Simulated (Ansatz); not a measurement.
# BaO: energy against volume in PBE, exact exchange and the RPA

An exercise on one series of results from a longer session: the logs are not shown, and one member is left open.

Code: Ansatz 0.2.0. PBE orbitals, norm-conserving pseudopotentials, plane waves. (Simulation; spin polarisation is off.)

## Starting point

The cell was relaxed beforehand with r2SCAN; volume changes: +0 %, -5 %, +5 %, -10 %, +10 %.

It is cubic, Fm-3m (No. 225); conventional cell a = 5.544 Å, 21.30 Å³ an atom. Ba has 6 O at 2.77 Å; O has 6 Ba at 2.77 Å.

Coordinates:

```xyz
2
Lattice="0.0000 2.7719 2.7719 2.7719 0.0000 2.7719 2.7719 2.7719 0.0000" Properties=species:S:1:pos:R:3 pbc="T T T"
Ba    0.0000    0.0000    0.0000
O     2.7719    2.7719    2.7719
```

Set-up of the first run:

Contents of input.yaml:

```yaml
crystal:
  lattice:
    - [0.0, 2.7719418017, 2.7719418017]
    - [2.7719418017, 0.0, 2.7719418017]
    - [2.7719418017, 2.7719418017, 0.0]
  atoms:
    - { symbol: Ba, position: [0.0, 0.0, 0.0] }
    - { symbol: O, position: [0.5, 0.5, 0.5] }
kpoints:
  mp_grid: { grid: [4, 4, 4] }
hamiltonian:
  xc: pbe
  pseudopotentials: { kind: nc }
scf:
  occupations: { method: fixed }
output:
  rpa_energy:
    ecut_chi_ladder: [228, 255, 283, 314, 345]
    long_wavelength: optical_limit
basis:
  ecutwfc: 1240.0
```

Steps of the session up to this table: The unscaled cell; Volume -5 %; Volume +5 %; Volume -10 %; Volume +10 %.

One table of the session follows, with a row left open; its other results are not shown here.

It belongs to the step «The three curves». Energies in meV/atom from the unscaled cell:

```
volume (Å³/atom)   PBE  exact exchange  EXX+RPA  RPA correlation
          19.169  75.0           123.0     50.5            -72.5
          20.234  21.1            41.8     10.4            -31.4
          21.299   0.0             0.0      0.0              0.0
          22.364     ?               ?        ?                ?
          23.429  26.3             1.0     51.2             50.2
```

**Question.** Estimate the row for volume (Å³/atom) = 22.364.

Worked estimate for «PBE». A straight line through the neighbours (21.299, 0.0) and (23.429, 26.3) gives 0.0 + (26.3 − 0.0) × (22.364 − 21.299) / (23.429 − 21.299) = 13.2; a parabola fitted to 3 rows on both sides gives 1.7.

As computed: PBE: 3.7; exact exchange: -11.2; EXX+RPA: 16.6; RPA correlation: 27.8. In «PBE» the line misses by +9.5 and the parabola by -2.0.
